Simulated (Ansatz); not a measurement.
Cost and result for the atomization energy of C4H10O (`CCCCO`) (15 atoms, 14 bonds).

```xyz
15

C     0.0971   -0.2484    2.1330
C     0.0531   -0.7079    0.6860
C    -0.1016    0.4422   -0.2957
C    -0.1331   -0.0164   -1.7396
O    -0.3341    1.0390   -2.6560
H     0.9375    0.4299    2.3053
H     0.2050   -1.0916    2.8189
H    -0.8175    0.2862    2.4039
H     0.9659   -1.2673    0.4504
H    -0.7762   -1.4114    0.5494
H     0.7283    1.1493   -0.1603
H    -1.0213    0.9982   -0.0831
H    -0.9685   -0.7047   -1.8949
H     0.7877   -0.5710   -1.9750
H     0.3779    1.6738   -2.5425
```

Charge 0, multiplicity 1. The structure was optimised at the PBE0-D4/def2-TZVP level. It is one conformer, not always the lowest. Program: Ansatz. All runs use 4 threads of an Arm Neoverse V1 on a shared host. Times are those of one run each, without the atoms' runs, and a repeat can differ threefold. Electronic energies, without spin–orbit coupling; frozen cores. CCSD(T)/CBS adds CCSD(T) − MP2 in def2-TZVPP to the MP2 limit, and its time is that of the two runs behind it. T1 = 0.009. HSE06 is the plane-wave form, built on full-range PBE exchange.

CCSD(T)/CBS is a level of theory with its own doubt, some kJ/mol a heavy atom from the limit and from the frozen cores, so smaller differences don't rank the functionals.

```tsv
level	functions	wall time
BLYP-D4/def2-TZVPP	295	2.6 s
PBE0-D4/def2-TZVPP	295	3.4 s
BHLYP-D4/def2-TZVPP	295	3.5 s
HSE06-D4/def2-TZVPP	295	3.6 s
CAM-B3LYP-D4/def2-TZVPP	295	3.9 s
r2SCAN-D4/def2-TZVPP (with forces)	295	6 s
PBE-QIDH/def2-TZVPP	295	6.5 s
B2PLYP/def2-TZVPP	295	7 s
ωB97X-V/def2-TZVPP	295	9 s
CCSD(T)/def2-SVP	120	11 s
MP2/def2-QZVPP	585	39 s
CCSD(T)/def2-TZVPP	295	16 min
CCSD(T)/CBS(def2)	–	16 min
```

(1) What atomization energy does each give, and how far from CCSD(T)/CBS? (Estimate.)

Results:

(1) Computed: 
```
                             level  atomization (kcal/mol)  difference from CCSD(T)/CBS  per bond
                BLYP-D4/def2-TZVPP                  1392.1                         -7.4      -0.5
                PBE0-D4/def2-TZVPP                  1404.7                          5.2       0.4
               BHLYP-D4/def2-TZVPP                  1364.1                        -35.4      -2.5
               HSE06-D4/def2-TZVPP                  1405.6                          6.1       0.4
           CAM-B3LYP-D4/def2-TZVPP                  1405.4                          5.9       0.4
r2SCAN-D4/def2-TZVPP (with forces)                  1400.1                          0.6       0.0
               PBE-QIDH/def2-TZVPP                  1394.3                         -5.2      -0.4
                 B2PLYP/def2-TZVPP                  1385.4                        -14.1      -1.0
                ωB97X-V/def2-TZVPP                  1399.6                          0.1       0.0
                  CCSD(T)/def2-SVP                  1342.4                        -57.1      -4.1
                    MP2/def2-QZVPP                  1400.9                          1.4       0.1
                CCSD(T)/def2-TZVPP                  1368.9                        -30.6      -2.2
                 CCSD(T)/CBS(def2)                  1399.5                          0.0       0.0
```

From PBE to PBE0 (25 % exact exchange), in def2-TZVPP and without D4, the atomization energy moves by −17.8 kcal/mol: exact exchange takes away binding that semilocal exchange gives to molecules. At CCSD(T), def2-SVP lies −57.1 kcal/mol from the extrapolated value and def2-TZVPP −30.6 kcal/mol: correlation converges slowly with the basis, and small sets miss more of it in the bonded molecule than in its fragments. In def2-TZVPP, CCSD(T) changes the Hartree–Fock value by +325.7 kcal/mol (the triples alone add +16.4 kcal/mol) and MP2 by +339.7 kcal/mol; breaking electron pairs costs correlation energy, which Hartree–Fock lacks.
